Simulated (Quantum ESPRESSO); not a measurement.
# SrO (Fm-3m) in Quantum ESPRESSO: notebook, part 2 of 2

Quantum ESPRESSO 7.5. Earlier steps stand in the parts before.

### 3 Phonons, LDA

File pw.in:

```
&CONTROL
  calculation = 'scf'
  prefix = 'pwscf'
  outdir = './tmp'
  pseudo_dir = './pseudo'
  tprnfor = .true.
  tstress = .true.
  disk_io = 'low'
/
&SYSTEM
  ibrav = 0
  nat = 2
  ntyp = 2
  ecutwfc = 45
  ecutrho = 360
  nbnd = 14
  occupations = 'smearing'
  smearing = 'fd'
  degauss = 0.00367493
/
&ELECTRONS
  conv_thr = 4d-10
  electron_maxstep = 120
  mixing_beta = 0.5
/
ATOMIC_SPECIES
Sr    87.6200 sr_lda_v1.uspp.F.UPF
O     15.9990 o_lda_v1.2.uspp.F.UPF
CELL_PARAMETERS angstrom
   0.0000000000    2.5663000000    2.5663000000
   2.5663000000    0.0000000000    2.5663000000
   2.5663000000    2.5663000000    0.0000000000
ATOMIC_POSITIONS angstrom
Sr     2.5663000000    2.5663000000    2.5663000000
O      0.0000000000    0.0000000000    0.0000000000
K_POINTS automatic
6 6 6 1 1 1
```

File relax.in:

```
&CONTROL
  calculation = 'vc-relax'
  prefix = 'pwscf'
  outdir = './tmp'
  pseudo_dir = './pseudo'
  tprnfor = .true.
  tstress = .true.
  disk_io = 'low'
  nstep = 40
  forc_conv_thr = 0.0001
  etot_conv_thr = 1d-06
/
&SYSTEM
  ibrav = 0
  nat = 2
  ntyp = 2
  ecutwfc = 45
  ecutrho = 360
  nbnd = 14
  occupations = 'smearing'
  smearing = 'fd'
  degauss = 0.00367493
/
&ELECTRONS
  conv_thr = 4d-10
  electron_maxstep = 120
  mixing_beta = 0.5
/
&IONS
  ion_dynamics = 'bfgs'
/
&CELL
  cell_dynamics = 'bfgs'
  press = 0
  press_conv_thr = 0.2
/
ATOMIC_SPECIES
Sr    87.6200 sr_lda_v1.uspp.F.UPF
O     15.9990 o_lda_v1.2.uspp.F.UPF
CELL_PARAMETERS angstrom
   0.0000000000    2.5663000000    2.5663000000
   2.5663000000    0.0000000000    2.5663000000
   2.5663000000    2.5663000000    0.0000000000
ATOMIC_POSITIONS angstrom
Sr     2.5663000000    2.5663000000    2.5663000000
O      0.0000000000    0.0000000000    0.0000000000
K_POINTS automatic
6 6 6 1 1 1
```

File scf2.in:

```
&CONTROL
  calculation = 'scf'
  prefix = 'pwscf'
  outdir = './tmp'
  pseudo_dir = './pseudo'
  tprnfor = .true.
  tstress = .true.
  disk_io = 'low'
/
&SYSTEM
  ibrav = 0
  nat = 2
  ntyp = 2
  ecutwfc = 45
  ecutrho = 360
  nbnd = 14
  occupations = 'fixed'
/
&ELECTRONS
  conv_thr = 1d-13
  electron_maxstep = 120
  mixing_beta = 0.5
  startingpot = 'file'
  startingwfc = 'file'
/
ATOMIC_SPECIES
Sr    87.6200 sr_lda_v1.uspp.F.UPF
O     15.9990 o_lda_v1.2.uspp.F.UPF
CELL_PARAMETERS angstrom
   0.0000000000    2.5327851466    2.5327851466
   2.5327851466    0.0000000000    2.5327851466
   2.5327851466    2.5327851466    0.0000000000
ATOMIC_POSITIONS angstrom
Sr     2.5327851466    2.5327851466    2.5327851466
O      0.0000000000    0.0000000000    0.0000000000
K_POINTS automatic
6 6 6 1 1 1
```

File ph.in:

```
phonons of SrO
&INPUTPH
  prefix = 'pwscf'
  outdir = './tmp'
  tr2_ph = 1d-18
  fildyn = 'dyn'
  niter_ph = 90
  alpha_mix(1) = 0.7
/
0.3535533906 0.7071067812 -0.0000000000
```

Potentials or basis: GBRV 1.5 LDA.

Run with:

```sh
> OMP_NUM_THREADS=1 mpirun -n 4 pw.x -nk 4 -in pw.in > pw.out
> OMP_NUM_THREADS=1 mpirun -n 4 pw.x -nk 4 -in relax.in > relax.out
> OMP_NUM_THREADS=1 mpirun -n 4 pw.x -nk 4 -in scf2.in > scf2.out
> OMP_NUM_THREADS=1 mpirun -n 4 ph.x -nk 4 -in ph.in > ph.out
```

pw.out:

```text
This program is part of the open-source Quantum ESPRESSO suite
     for quantum simulation of materials; please cite
[... 6 lines left out ...]
     using ibrav=0 with symmetry is DISCOURAGED, use correct ibrav instead

     K-points division:     npool     =       4
     Subspace diagonalization in iterative solution of the eigenvalue problem:
     a serial algorithm will be used

     G-vector sticks info
     --------------------
     sticks:   dense  smooth     PW     G-vecs:    dense   smooth      PW
     Sum        1159     583    187                26301     9377    1687

     Using Slab Decomposition

     bravais-lattice index     =            0
     lattice parameter (alat)  =       6.8584  a.u.
     unit-cell volume          =     228.1124 (a.u.)^3
     number of atoms/cell      =            2
     number of atomic types    =            2
     number of electrons       =        16.00
[... 285 lines left out ...]
          k =-0.5303 0.1768-0.0589 (  1166 PWs)   bands (ev):

   -24.2095  -7.9479  -6.5041  -6.3880  -5.5659   6.6679   7.0665   7.3660
    12.0229  15.2098  16.7253  17.7942  18.4438  19.7343

          k =-0.4125 0.0589 0.0589 (  1161 PWs)   bands (ev):
[... 51 lines left out ...]
   -24.2168  -8.4575  -6.3625  -6.1605  -4.9779   5.8580   6.6707   6.8479
    14.1180  14.7767  16.7368  17.1315  19.4864  20.2754

     the Fermi energy is     9.6614 ev

!    total energy              =    -102.77398523 Ry
     estimated scf accuracy    <          1.3E-10 Ry
     smearing contrib. (-TS)   =      -0.00000000 Ry
     internal energy E=F+TS    =    -102.77398523 Ry

     The total energy is F=E-TS. E is the sum of the following terms:
     one-electron contribution =     -16.03106996 Ry
     hartree contribution      =      16.58207757 Ry
     xc contribution           =     -25.55481156 Ry
     ewald contribution        =     -77.77018127 Ry

     convergence has been achieved in  11 iterations

     negative rho (up, down):  6.500E-02 0.000E+00

     Forces acting on atoms (cartesian axes, Ry/au):

     atom    1 type  1   force =    -0.00000000    0.00000000    0.00000000
     atom    2 type  2   force =     0.00000000   -0.00000000    0.00000000

     Total force =     0.000000     Total SCF correction =     0.000000

     Computing stress (Cartesian axis) and pressure

     negative rho (up, down):  6.500E-02 0.000E+00
          total   stress  (Ry/bohr**3)                   (kbar)     P=      -37.65
  -0.00025593  -0.00000000  -0.00000000          -37.65       -0.00       -0.00
  -0.00000000  -0.00025593  -0.00000000           -0.00      -37.65       -0.00
  -0.00000000  -0.00000000  -0.00025593           -0.00       -0.00      -37.65

=------------------------------------------------------------------------------=
   JOB DONE.
=------------------------------------------------------------------------------=
```

relax.out:

```text
This program is part of the open-source Quantum ESPRESSO suite
     for quantum simulation of materials; please cite
[... 6 lines left out ...]
     using ibrav=0 with symmetry is DISCOURAGED, use correct ibrav instead

     K-points division:     npool     =       4
[... 1890 lines left out ...]
   0.00000131   0.00000000   0.00000000            0.19        0.00        0.00
   0.00000000   0.00000131   0.00000000            0.00        0.19        0.00
   0.00000000   0.00000000   0.00000131            0.00        0.00        0.19

=------------------------------------------------------------------------------=
   JOB DONE.
=------------------------------------------------------------------------------=
```

scf2.out:

```text
This program is part of the open-source Quantum ESPRESSO suite
     for quantum simulation of materials; please cite
[... 6 lines left out ...]
     using ibrav=0 with symmetry is DISCOURAGED, use correct ibrav instead

     K-points division:     npool     =       4
[... 319 lines left out ...]
   0.00000133   0.00000000   0.00000000            0.20        0.00        0.00
   0.00000000   0.00000133   0.00000000            0.00        0.20        0.00
   0.00000000   0.00000000   0.00000133            0.00        0.00        0.20

=------------------------------------------------------------------------------=
   JOB DONE.
=------------------------------------------------------------------------------=
```

Wall time 1.8 min (4 MPI ranks of Arm Neoverse V2, shared host); peak memory 0.36 GiB.

What came out:

```yaml
Free_energy: -1398.3264 eV
Relaxed_volume: 16.25 Å³/atom
Relaxed_cell: a = 3.582 Å, b = 3.582 Å, c = 3.582 Å, α = 60.00°, β = 60.00°, γ = 60.00°
Space_group_after_relaxing_to_0.05_Å: Fm-3m (No. 225)
Pressure_after_relaxing: 0.0 GPa
Highest_phonon_frequency_at_the_q_point_run: 328 cm⁻¹
```

The path:
| step | energy change (eV) | largest force (eV/Å) | pressure (GPa) | volume (Å³) |
| --- | --- | --- | --- | --- |
| 1 | 0.0000 | 0.0000 | -3.76 | 33.80 |
| 2 | -0.0117 | 0.0000 | -2.01 | 33.16 |
| 3 | -0.0157 | 0.0000 | 0.16 | 32.45 |
| 4 | -0.0157 | 0.0000 | -0.01 | 32.50 |
| 5 | -0.0157 | 0.0000 | 0.00 | 32.50 |

Final structure:
```xyz
2
Lattice="0.0000 2.5328 2.5328 2.5328 0.0000 2.5328 2.5328 2.5328 0.0000" Properties=species:S:1:pos:R:3 pbc="T T T"
Sr    2.5328    2.5328    2.5328
O     0.0000    0.0000    0.0000
```

Levels at points of the mesh, in eV from the valence-band top:
```
           k point  band 6  band 7  band 8  band 9  band 10  band 11
(0.08, 0.08, 0.08)   -0.13    0.00    0.00    4.59     6.27     6.51
```

Phonon frequencies in cm⁻¹ (negative: imaginary):
```
              q point              frequencies
(0.500, 0.250, 0.750)  152 171 171 285 285 328
```

Phonon modes at q = (0.500, 0.250, 0.750) in reciprocal lattice units:
| mode | symmetry | cm⁻¹ |
| --- | --- | --- |
| 1 | A_1 | 152 |
| 2 | E | 171 |
| 3 | E | 171 |
| 4 | E | 285 |
| 5 | E | 285 |
| 6 | B_2 | 328 |

### 4 Phonons, LDA

pw.in is that of step 3.

relax.in is that of step 3.

scf2.in is that of step 3.

Edit ph.in of step 3 so:

```diff
@@ -9,2 +9,2 @@
 /
-0.3535533906 0.7071067812 -0.0000000000
+0.0000000000 0.7071067812 0.0000000000
```

Potentials or basis: GBRV 1.5 LDA.

Run with:

```sh
> OMP_NUM_THREADS=1 mpirun -n 4 pw.x -nk 4 -in pw.in > pw.out
> OMP_NUM_THREADS=1 mpirun -n 4 pw.x -nk 4 -in relax.in > relax.out
> OMP_NUM_THREADS=1 mpirun -n 4 pw.x -nk 4 -in scf2.in > scf2.out
> OMP_NUM_THREADS=1 mpirun -n 4 ph.x -nk 4 -in ph.in > ph.out
```

pw.out:

```text
This program is part of the open-source Quantum ESPRESSO suite
     for quantum simulation of materials; please cite
[... 6 lines left out ...]
     using ibrav=0 with symmetry is DISCOURAGED, use correct ibrav instead

     K-points division:     npool     =       4
     Subspace diagonalization in iterative solution of the eigenvalue problem:
     a serial algorithm will be used

     G-vector sticks info
     --------------------
     sticks:   dense  smooth     PW     G-vecs:    dense   smooth      PW
     Sum        1159     583    187                26301     9377    1687

     Using Slab Decomposition

     bravais-lattice index     =            0
     lattice parameter (alat)  =       6.8584  a.u.
     unit-cell volume          =     228.1124 (a.u.)^3
     number of atoms/cell      =            2
     number of atomic types    =            2
     number of electrons       =        16.00
     number of Kohn-Sham states=           14
     kinetic-energy cutoff     =      45.0000  Ry
     charge density cutoff     =     360.0000  Ry
     scf convergence threshold =      4.0E-10
     mixing beta               =       0.5000
     number of iterations used =            8  plain     mixing
     Exchange-correlation= SLA  PZ   NOGX NOGC
                           (   1   1   0   0   0   0   0)

     celldm(1)=   6.858376  celldm(2)=   0.000000  celldm(3)=   0.000000
     celldm(4)=   0.000000  celldm(5)=   0.000000  celldm(6)=   0.000000

     crystal axes: (cart. coord. in units of alat)
               a(1) = (   0.000000   0.707107   0.707107 )
               a(2) = (   0.707107   0.000000   0.707107 )
               a(3) = (   0.707107   0.707107   0.000000 )
[... 88 lines left out ...]

     Self-consistent Calculation

     iteration #  1     ecut=    45.00 Ry     beta= 0.50
     Davidson diagonalization with overlap
     ethr =  1.00E-02,  avg # of iterations =  2.3

     negative rho (up, down):  6.278E-02 0.000E+00
[... 85 lines left out ...]
     iteration # 11     ecut=    45.00 Ry     beta= 0.50
     Davidson diagonalization with overlap
     ethr =  5.77E-10,  avg # of iterations =  2.0

     negative rho (up, down):  6.500E-02 0.000E+00

     End of self-consistent calculation

          k = 0.0589 0.0589 0.0589 (  1191 PWs)   bands (ev):

   -24.3675  -7.2384  -6.0342  -6.0342  -5.8372   7.4622   7.5995   7.5995
    11.8909  13.7820  14.0159  14.0159  16.3103  16.3103
[... 73 lines left out ...]
   -24.1900  -7.3809  -6.8406  -6.4007  -6.1895   7.2219   7.4814   7.5465
    11.0812  15.6088  17.2806  18.0623  18.7579  19.5070

          k =-0.5303 0.1768-0.0589 (  1166 PWs)   bands (ev):

   -24.2095  -7.9479  -6.5041  -6.3880  -5.5659   6.6679   7.0665   7.3660
    12.0229  15.2098  16.7253  17.7942  18.4438  19.7343

          k =-0.4125 0.0589 0.0589 (  1161 PWs)   bands (ev):
[... 51 lines left out ...]
   -24.2168  -8.4575  -6.3625  -6.1605  -4.9779   5.8580   6.6707   6.8479
    14.1180  14.7767  16.7368  17.1315  19.4864  20.2754

     the Fermi energy is     9.6614 ev

!    total energy              =    -102.77398523 Ry
     estimated scf accuracy    <          1.3E-10 Ry
     smearing contrib. (-TS)   =      -0.00000000 Ry
     internal energy E=F+TS    =    -102.77398523 Ry

     The total energy is F=E-TS. E is the sum of the following terms:
     one-electron contribution =     -16.03106996 Ry
     hartree contribution      =      16.58207757 Ry
     xc contribution           =     -25.55481156 Ry
     ewald contribution        =     -77.77018127 Ry

     convergence has been achieved in  11 iterations

     negative rho (up, down):  6.500E-02 0.000E+00

     Forces acting on atoms (cartesian axes, Ry/au):

     atom    1 type  1   force =    -0.00000000    0.00000000    0.00000000
     atom    2 type  2   force =     0.00000000   -0.00000000    0.00000000

     Total force =     0.000000     Total SCF correction =     0.000000

     Computing stress (Cartesian axis) and pressure

     negative rho (up, down):  6.500E-02 0.000E+00
          total   stress  (Ry/bohr**3)                   (kbar)     P=      -37.65
  -0.00025593  -0.00000000  -0.00000000          -37.65       -0.00       -0.00
  -0.00000000  -0.00025593  -0.00000000           -0.00      -37.65       -0.00
  -0.00000000  -0.00000000  -0.00025593           -0.00       -0.00      -37.65

=------------------------------------------------------------------------------=
   JOB DONE.
=------------------------------------------------------------------------------=
```

relax.out:

```text
This program is part of the open-source Quantum ESPRESSO suite
     for quantum simulation of materials; please cite
[... 6 lines left out ...]
     using ibrav=0 with symmetry is DISCOURAGED, use correct ibrav instead

     K-points division:     npool     =       4
[... 1890 lines left out ...]
   0.00000131   0.00000000   0.00000000            0.19        0.00        0.00
   0.00000000   0.00000131   0.00000000            0.00        0.19        0.00
   0.00000000   0.00000000   0.00000131            0.00        0.00        0.19

=------------------------------------------------------------------------------=
   JOB DONE.
=------------------------------------------------------------------------------=
```

scf2.out:

```text
This program is part of the open-source Quantum ESPRESSO suite
     for quantum simulation of materials; please cite
[... 6 lines left out ...]
     using ibrav=0 with symmetry is DISCOURAGED, use correct ibrav instead

     K-points division:     npool     =       4
[... 319 lines left out ...]
   0.00000133   0.00000000   0.00000000            0.20        0.00        0.00
   0.00000000   0.00000133   0.00000000            0.00        0.20        0.00
   0.00000000   0.00000000   0.00000133            0.00        0.00        0.20

=------------------------------------------------------------------------------=
   JOB DONE.
=------------------------------------------------------------------------------=
```

It took 72 s on 4 MPI ranks of Arm Neoverse V2, shared host; peak memory 0.36 GiB.

Results:

| Property | Result |
| --- | --- |
| Free energy | -1398.3264 eV |
| Relaxed volume | 16.25 Å³/atom |
| Relaxed cell | a = 3.582 Å, b = 3.582 Å, c = 3.582 Å, α = 60.00°, β = 60.00°, γ = 60.00° |
| Space group after relaxing (to 0.05 Å) | Fm-3m (No. 225) |
| Pressure after relaxing | 0.0 GPa |
| Highest phonon frequency at the q point run | 312 cm⁻¹ |

The path:
```csv
step,energy change (eV),largest force (eV/Å),pressure (GPa),volume (Å³)
1,0.0000,0.0000,-3.76,33.80
2,-0.0117,0.0000,-2.01,33.16
3,-0.0157,0.0000,0.16,32.45
4,-0.0157,0.0000,-0.01,32.50
5,-0.0157,0.0000,0.00,32.50
```

Final structure:
```
CELL_PARAMETERS angstrom
0.00000 2.53279 2.53279
2.53279 0.00000 2.53279
2.53279 2.53279 0.00000
ATOMIC_POSITIONS crystal
Sr 0.50000 0.50000 0.50000
O 0.00000 0.00000 0.00000
```

Levels at points of the mesh, in eV from the valence-band top:
```
           k point  band 6  band 7  band 8  band 9  band 10  band 11
(0.08, 0.08, 0.08)   -0.13    0.00    0.00    4.59     6.27     6.51
```

Phonon frequencies in cm⁻¹ (negative: imaginary):
| q point | frequencies |
| --- | --- |
| (0.500, 0.000, 0.500) | 126 126 198 244 244 312 |

Phonon modes at q = (0.500, 0.000, 0.500) in reciprocal lattice units:
| mode | symmetry | cm⁻¹ |
| --- | --- | --- |
| 1 | E_u | 126 |
| 2 | E_u | 126 |
| 3 | A_2u | 198 |
| 4 | E_u | 244 |
| 5 | E_u | 244 |
| 6 | A_2u | 312 |
